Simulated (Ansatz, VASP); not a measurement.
# Rh in VASP and in Ansatz

```
CELL_PARAMETERS angstrom
0.00000 1.89000 1.89000
1.89000 0.00000 1.89000
1.89000 1.89000 0.00000
ATOMIC_POSITIONS crystal
Rh 0.00000 0.00000 0.00000
```

Alike in both runs: functional PBEsol; k mesh 18 × 18 × 18; occupations gaussian, width 0.1 eV; no spin polarisation.

Ansatz relaxed the structure, and its values are those at the end. VASP's run is a single point on that final structure, the one shown.

|  | VASP | Ansatz |
| --- | --- | --- |
| version | VASP 6.6.1 | Ansatz 0.2.0 |
| potentials or method | VASP PAW PBE potentials, release 64 (Rh_pv) | scalar-relativistic, plane waves, PAW |
| plane-wave cutoff (eV) | 520 | 420 |
| valence electrons in the cell | 15 | 17 |

```csv
,VASP,Ansatz,Ansatz less VASP
gap on the k mesh at the Fermi level (eV),none,none,-
pressure (GPa),-0.1,0.0,+0.09
```

A gap of «none» marks a metal or a gap that the smearing closes. The functional is the same, so the differences come from potentials, cutoffs and numerics. The two sets of potentials don't hold the same shells in valence.

Caveats: the PAW data sets were made with another functional, which shifts forces and pressure a little (VASP).
